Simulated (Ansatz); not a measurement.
# TlCl: the cost of one run

Method: DFT LDA, frozen-core PAW, scalar-relativistic unless said, in Ansatz 0.2.0.

The COD entry's cell or inner coordinates are ideal or old and differ from later refinements, so a difference from it is no clean test against experiment.

1 further run of the same task is left out (set aside as unsound or not needed).

## 1. The structure to begin with

The structure is cubic, space group Pm-3m (No. 221). Conventional cell: a = 3.834 Å, b = 3.834 Å, c = 3.834 Å, α = 90.00°, β = 90.00°, γ = 90.00°. Tl (site symmetry m-3m) is surrounded by 8 Cl at 3.32 Å. Cl (site symmetry m-3m) has 8 Tl at 3.32 Å as nearest neighbours.

Structure file:

```cif
data_structure
_symmetry_space_group_name_H-M 'Pm-3m'
_symmetry_Int_Tables_number 221
_cell_length_a 3.8340
_cell_length_b 3.8340
_cell_length_c 3.8340
_cell_angle_alpha 90.000
_cell_angle_beta 90.000
_cell_angle_gamma 90.000
_cell_volume 56.36
loop_
_atom_site_label
_atom_site_type_symbol
_atom_site_symmetry_multiplicity
_atom_site_Wyckoff_symbol
_atom_site_fract_x
_atom_site_fract_y
_atom_site_fract_z
_atom_site_occupancy
Tl1 Tl 1 a 0.00000 0.00000 0.00000 1
Cl1 Cl 1 b 0.50000 0.50000 0.50000 1
```

Cartesian axes are those of the input's lattice vectors. The structure goes back to a database entry.

## 2. Cell and atoms relaxed, PAW

The input, input.yaml:

```yaml
crystal:
  lattice:
    - [3.834, 0.0, 0.0]
    - [0.0, 3.834, 0.0]
    - [0.0, 0.0, 3.834]
  atoms:
    - { symbol: Tl, position: [0.0, 0.0, 0.0] }
    - { symbol: Cl, position: [0.5, 0.5, 0.5] }
kpoints:
  mp_grid: { grid: [10, 10, 10] }
scf:
  occupations: { method: fermi_dirac, width: 0.05 }
hamiltonian:
  xc: lda
  pseudopotentials: { kind: paw }
relax:
  f_tol: 0.002
  max_steps: 80
  cell: {}
output:
  forces: true
  stress: true
```

Launch:

```bash
> ansatz run input.yaml --threads 2 --pin off --max-ram 5120MiB --backend cpu --events-out ev --progress --plain --runs-dir out
```

What time and memory should one allow on 2 threads of Arm Neoverse V1, shared host?

About 5.5 s, with a peak of 0.34 GiB.
